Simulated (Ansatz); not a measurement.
Field gradients of PbF₂ from run to run

Cell of run 1: a Materials Project structure (computed, not necessarily an observed phase).

Space group Pnma (No. 62); a = 6.4081, b = 3.8796, c = 7.6638 Å.

```
site  Wyckoff  site symmetry       x       y       z
  Pb       4c            .m.  0.2551  0.2500  0.8941
  F5       4c            .m.  0.4741  0.2500  0.1535
  F9       4c            .m.  0.6408  0.7500  0.4349
```

One atom of each set is listed.

All runs are DFT with Ansatz 0.2.0 (plane waves and PAW, scalar-relativistic unless spin–orbit coupling is named, Γ-centred meshes, Fermi–Dirac smearing where given) in this cell.

Run 1: PBE, atoms as given; 420 eV, 4×6×3 k-points, smearing 0.02 eV.
Run 2: r2SCAN, atoms as given; 500 eV, 4×6×3 k-points, smearing 0.02 eV.
Run 3: PBE with spin–orbit coupling, atoms as given; 420 eV, 4×6×3 k-points, smearing 0.02 eV.

Task: What does each run give, and what moves the gradients most?

Result: 

| run | Pb V_zz (η) | F5 V_zz (η) | F9 V_zz (η) |
| --- | --- | --- | --- |
| 1 | -3.65 (0.60) | 1.20 (0.85) | -2.03 (0.40) |
| 2 | -3.92 (0.57) | 1.17 (0.72) | -1.97 (0.34) |
| 3 | -3.92 (0.57) | 1.42 (0.76) | -2.17 (0.34) |

V_zz in 10²¹ V/m². Against run 1, the gradient tensors on these sites move by at most 0.28 in run 2 (Pb), 0.28 in run 3 (Pb). Taken one at a time, spin–orbit coupling moves the tensors on these sites by up to 0.28 (largest principal value of the change, on Pb), the functional (r2SCAN with its higher cutoff) by 0.28 (Pb).
